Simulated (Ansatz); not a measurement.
## InN, pressure series

Take InN in the wurtzite structure (space group P6_3mc, No. 186; a = 3.581 Å, c = 5.788 Å) as the base.

Cell and atoms are relaxed at each pressure.

Method: DFT with PBE, PAW potentials and a 420 eV plane-wave cutoff in Ansatz (a program for electronic structure), without spin-orbit coupling.

```json
[
 {"variant": "base", "density": "6.66 g/cm³", "band gap": "zero"},
 {"variant": "pressure −2 GPa", "density": "6.54 g/cm³", "band gap": "zero"},
 {"variant": "pressure −1 GPa", "density": "6.60 g/cm³", "band gap": "zero"},
 {"variant": "pressure 0.9 GPa", "density": "6.71 g/cm³", "band gap": "zero"},
 {"variant": "pressure 2.1 GPa", "density": "6.77 g/cm³", "band gap": "zero"},
 {"variant": "pressure 4.5 GPa", "density": "6.89 g/cm³", "band gap": "zero"},
 {"variant": "pressure 9 GPa", "density": "7.10 g/cm³", "band gap": "zero"},
 {"variant": "pressure 15 GPa", "density": "7.34 g/cm³", "band gap": "zero"},
 {"variant": "pressure 22.5 GPa", "density": "7.62 g/cm³", "band gap": "0.11 eV"},
 {"variant": "pressure 30 GPa", "density": "7.87 g/cm³", "band gap": "0.19 eV"}
]
```

The mesh was chosen for an insulator and is coarse for the gapless case. Load acts through the strain it causes; cell and atoms are relaxed under it. Stability against distortions was not tested. Tetrahedral semiconductors of this kind turn to denser phases somewhere between about 1 and 50 GPa; those were not computed, so compressed cells here can lie past the real transition. The final runs are not spin-polarised. Gaps under 0.05 eV, about the width of the smearing, are given as zero. A zero or small gap of InN can be the functional's error rather than a property of the material.
